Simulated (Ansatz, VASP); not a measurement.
# C: VASP beside Ansatz

```
C
1.0
    -1.19400    1.19400    1.19400
     1.19400   -1.19400    1.19400
     1.19400    1.19400   -1.19400
C
1
Direct
  0.00000 0.00000 0.00000
```

Alike in both runs: functional r2SCAN; k mesh 18 × 18 × 18; occupations fermi-dirac, width 0.1 eV; no spin polarisation.

Ansatz relaxed the structure, and its values are those at the end. VASP's run is a single point on that final structure, the one shown.

|  | VASP | Ansatz |
| --- | --- | --- |
| version | VASP 6.6.1 | Ansatz 0.2.0 |
| potentials or method | VASP PAW PBE potentials, release 64 (C) | plane waves (500 eV) with PAW, scalar-relativistic |
| plane-wave cutoff (eV) | 520 | 500 |
| valence electrons in the cell | 4 | 4 |

```tsv
	VASP	Ansatz	Ansatz less VASP
pressure (GPa)	0.2	0.0	-0.22
```

The functional is the same, so the differences come from potentials, cutoffs and numerics.

Caveats: the PAW data sets were made with another functional, which shifts forces and pressure a little (VASP).
